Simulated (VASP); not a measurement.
Wanted: the native input for a VASP 6.6.1 run.

```
Task                   : single point
Functional             : PBE
Potentials or basis    : VASP PAW PBE potentials, release 64 (Ge_d)
Cutoff                 : 520 eV
k mesh                 : 10 × 10 × 10
Occupations            : fermi-dirac, width 0.05 eV
Spin                   : no spin polarisation
Further INCAR settings : ALGO = Normal; EDIFF = 1e-07; NBANDS = 13
```

The structure of Ge lies in POSCAR:

```
Ge
1.0
    2.7104700000      0.0000000000      0.0000000000
    0.0000000000      2.7104700000      0.0000000000
    0.0000000000      0.0000000000      2.7104700000
Ge
1
Direct
    0.0000000000      0.0000000000      0.0000000000
```

The cell was built by a generator and needn't be a form met in nature.

These files were run (other wordings do the same):

INCAR

```
SYSTEM = Ge
  PREC = Accurate
  ENCUT = 520
  EDIFF = 1E-7
  ISMEAR = -1
  SIGMA = 0.05
  LREAL = .False.
  LASPH = .True.
  NELM = 60
  ALGO = Normal
  ISIF = 2
  LWAVE = .False.
  LCHARG = .True.
  GGA = PE
  LELF = .True.
  LVHAR = .True.
  NBANDS = 13
```

KPOINTS

```
Automatic mesh
0
Gamma
  10 10 10
  0 0 0
```

Potentials or basis: VASP PAW PBE potentials, release 64 (Ge_d).

The run is started by

```sh
$ cat potpaw_PBE.64/Ge_d/POTCAR > POTCAR
$ mpirun -np 1 vasp_std > vasp.out
```

It gave:

The pressure is -0.6 GPa. The band gap on the k mesh is none (metal or under the smearing width).

Wall time 9 s on 1 thread of Intel(R) Xeon(R) Platinum 8488C (Sapphire Rapids), on a shared host, peak memory 0.13 GiB.
